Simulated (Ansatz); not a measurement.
ZrH:

```
Zr H
1.0
    -1.64391    1.64391    2.50440
     1.64391   -1.64391    2.50440
     1.64391    1.64391   -2.50440
Zr H
1 1
Direct
  0.00000 0.00000 0.00000
  0.75000 0.25000 0.50000
```

The cell comes from a database or a generator and needn't be the stable form of this composition.

* Program: Ansatz 0.2.0
* Task: relaxation of cell and atoms
* Functional: PBEsol
* Dispersion: D4
* Potentials or basis: Ansatz PAW
* Cutoff: 420 eV (not typed: the program's choice for these potentials)
* k mesh: 11 × 11 × 11
* Occupations: fermi-dirac, width 0.05 eV
* Spin: no spin polarisation

At the start: volume 13.54 Å³/atom.

Q: Where does the relaxation end?

A: It ends after 6 steps and the volume is 12.89 Å³/atom (-4.8 %); space group I-4m2 (No. 119, to 0.05 Å).

The path:
```csv
step,energy change (eV),largest force (eV/Å),volume (Å³)
1,0.0000,0.0000,27.07
2,-0.0220,0.0000,25.97
3,-0.0226,0.0000,25.79
4,-0.0227,0.0000,25.78
5,-0.0227,0.0000,25.78
6,-0.0221,0.0000,25.78
```

Final structure:
```cif
data_structure
_symmetry_space_group_name_H-M 'P 1'
_symmetry_Int_Tables_number 1
_cell_length_a 3.3749
_cell_length_b 3.3749
_cell_length_c 3.3749
_cell_angle_alpha 123.109
_cell_angle_beta 123.109
_cell_angle_gamma 84.695
_cell_volume 25.78
loop_
_atom_site_label
_atom_site_type_symbol
_atom_site_fract_x
_atom_site_fract_y
_atom_site_fract_z
_atom_site_occupancy
Zr1 Zr 0.00000 0.00000 0.00000 1
H1 H 0.75000 0.25000 0.50000 1
```

Caveat: the plane-wave basis is chosen anew once the cell has moved, so the energies of steps on either side of that aren't comparable; pairwise dispersion overbinds metals, which lowers pressure and volume; the PAW data sets come from PBE, with cores solved anew for the run's functional, which leaves a small shift of forces and pressure.
